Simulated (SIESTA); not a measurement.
The system is PbSe (Clausthalite).

```
Pb Se
1.0
     0.00000    3.06065    3.06065
     3.06065    0.00000    3.06065
     3.06065    3.06065    0.00000
Pb Se
1 1
Direct
  0.00000 0.00000 0.00000
  0.50000 0.50000 0.50000
```

Base run:

| Quantity | Value |
| --- | --- |
| Program | SIESTA 5.4.2 |
| Functional | PBE |
| Potentials or basis | PseudoDojo 0.4 standard (PBE files) |
| Basis | DZ (energy shift 0.003 Ry; two zetas on semicore shells) |
| Grid cutoff | 500 Ry |
| Energy shift | 0.003 Ry |
| k mesh | 8 × 8 × 8 |
| Occupations | fermi-dirac, width 0.05 eV |
| Spin | no spin polarisation |

Its results: band gap on the k mesh 0.49 eV, direct; pressure 3.4 GPa.

Question: The run is repeated on the same cell with these changes: basis from DZ (energy shift 0.003 Ry; two zetas on semicore shells) to DZP (energy shift 0.003 Ry; two zetas on semicore shells). What comes out?

Answer: Band gap on the k mesh 0.36 eV, direct; pressure 3.8 GPa.

Caveats: spin-orbit coupling is left out, which as a rule narrows the gap of such compounds by several tenths of an eV; the basis of atomic orbitals isn't converged, which shifts pressures, moduli and gaps; the basis has no polarisation orbitals (some runs).
